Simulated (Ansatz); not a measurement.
Hf:

```
CELL_PARAMETERS angstrom
0.00000 2.22000 2.22000
2.22000 0.00000 2.22000
2.22000 2.22000 0.00000
ATOMIC_POSITIONS crystal
Hf 0.00000 0.00000 0.00000
```

This isn't the form of Hf at room conditions, which is hcp.

- Program: Ansatz 0.2.0
- Task: relaxation of cell and atoms
- Functional: B3LYP
- Potentials or basis: Ansatz PAW
- Cutoff: 420 eV (not typed: the program's choice for these potentials)
- k mesh: 5 × 5 × 5
- Occupations: fermi-dirac, width 0.05 eV
- Spin: no spin polarisation

At the start: volume 21.88 Å³/atom.

Q: How do energy, volume and symmetry change on relaxing?

A: It ends after 4 steps and the volume is 23.06 Å³/atom (+5.4 %); space group Fm-3m (No. 225, to 0.05 Å).

The path:
```
step  energy change (eV)  largest force (eV/Å)  volume (Å³)
   1              0.0000                0.0000        21.88
   2             -0.0209                0.0000        23.16
   3             -0.0211                0.0000        23.06
   4             -0.0216                0.0000        23.06
```

Final structure:
```cif
data_structure
_symmetry_space_group_name_H-M 'P 1'
_symmetry_Int_Tables_number 1
_cell_length_a 3.1950
_cell_length_b 3.1950
_cell_length_c 3.1950
_cell_angle_alpha 60.000
_cell_angle_beta 60.000
_cell_angle_gamma 60.000
_cell_volume 23.06
loop_
_atom_site_label
_atom_site_type_symbol
_atom_site_fract_x
_atom_site_fract_y
_atom_site_fract_z
_atom_site_occupancy
Hf1 Hf 0.00000 0.00000 0.00000 1
```

Caveat: the k mesh is coarse (spacing up to 0.49 Å⁻¹), so the values aren't converged, least of all with exact exchange; the plane-wave basis is chosen anew once the cell has moved, so the energies of steps on either side of that aren't comparable; the PAW data sets come from PBE, with cores solved anew for the run's functional, which leaves a small shift of forces and pressure.
